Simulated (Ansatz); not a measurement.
**What strain does to RbBr (zincblende)**

RbBr built on the zincblende prototype, relaxed with r2SCAN in Ansatz 0.2.0. Space group F-43m (No. 216), cubic; conventional cell a = 7.739 Å, 57.94 Å³ an atom. Rb is surrounded by 4 Br at 3.35 Å; Br is surrounded by 4 Rb at 3.35 Å.

The axes x, y and z are those of this cell:
```
CELL_PARAMETERS angstrom
0.00000 3.86950 3.86950
3.86950 0.00000 3.86950
3.86950 3.86950 0.00000
ATOMIC_POSITIONS crystal
Rb 0.00000 0.00000 0.00000
Br 0.25000 0.25000 0.25000
```

Unstrained: With PBE the valence top lies at X and the conduction bottom at Γ, 4.075 eV higher; the smallest vertical gap, at Γ, is 4.163 eV. r2SCAN gives an indirect gap of 4.649 eV, from X to Γ; the least direct gap is 4.734 eV at Γ. HSE06 gives an indirect gap of 5.172 eV, from X to Γ; the least direct gap is 5.261 eV at Γ. Meshes: PBE 6×6×6, r2SCAN 6×6×6, HSE06 4×4×4. Strains are changes of length per length. After each strain the atoms were relaxed again with r2SCAN in this cell and within any symmetry left, so distortions that break it or need a larger cell weren't tested; points keep the names that they have in the unstrained zone. Under uniaxial strain the other axes carry as much stress as the strained one: the cell is very soft in shear and may be mechanically unstable. These are computed values for a spin-unpolarised cell that may be hypothetical; none is a measurement.

Changes of the least gap in eV (an overlap counts as a negative gap):

| strain | volume change (%) | space group | PBE | r2SCAN | HSE06 | G0W0@PBE (mesh) | energy rise, r2SCAN (meV/atom) |
| --- | --- | --- | --- | --- | --- | --- | --- |
| uniaxial -1.5 % along z | -1.5 | I-4m2 | +0.016 | +0.012 | +0.018 | 0.00 | 0.4 |
| uniaxial -2.0 % along x | -2.0 | I-4m2 | +0.022 | +0.016 | +0.024 | +0.01 | 0.7 |
| uniaxial +0.5 % along [111] | +0.5 | R3m | -0.008 | -0.007 | -0.009 | – | 0.1 |
| epitaxial -2.5 % in the xy plane, free normal strain +4.46 % | -0.7 | I-4m2 | -0.023 | -0.025 | -0.023 | -0.03 | 0.3 |
| isotropic +4.0 % on every length | +12.5 | F-43m | -0.167 | -0.129 | -0.183 | – | 19.5 |

Unstrained, G0W0@PBE with 483 empty bands, a screening cutoff of 150 eV and a 4×4×4 mesh gives 6.89 eV on its mesh; the band count follows the volume. No extrapolation in bands, cutoff or mesh was made for G0W0.

Uniaxial -1.5 % along z, other directions held. HSE06: the gap goes from 5.172 to 5.191 eV (+0.018 eV). Stress change with r2SCAN, compression positive: xx +0.14, yy +0.14, zz +0.13 GPa.

Uniaxial -2.0 % along x, other directions held. HSE06: the gap goes from 5.172 to 5.197 eV (+0.024 eV). Stress change with r2SCAN, compression positive: xx +0.18, yy +0.18, zz +0.18 GPa.

Uniaxial +0.5 % along [111], other directions held. HSE06: the gap goes from 5.172 to 5.163 eV (-0.009 eV). Stress change with r2SCAN, compression positive: xx -0.04, yy -0.04, zz -0.04 GPa.

Epitaxial -2.5 % in the xy plane, free normal strain +4.46 %. HSE06: the gap goes from 5.172 to 5.149 eV (-0.023 eV). Stress change with r2SCAN, compression positive: xx +0.05, yy +0.05, zz 0.00 GPa.

Isotropic +4.0 % on every length. HSE06: the gap goes from 5.172 to 4.989 eV (-0.183 eV). Stress change with r2SCAN, compression positive: xx -0.77, yy -0.77, zz -0.77 GPa. For HSE06, dE_g/d ln V = -1.6 eV over this step.

Spin-orbit coupling is left out.

The meshes of the hybrids are coarse, so their gaps aren't converged to the digits shown.

For some runs the program warns that the potential is rough where the density is thin, which bears on the empty states there.
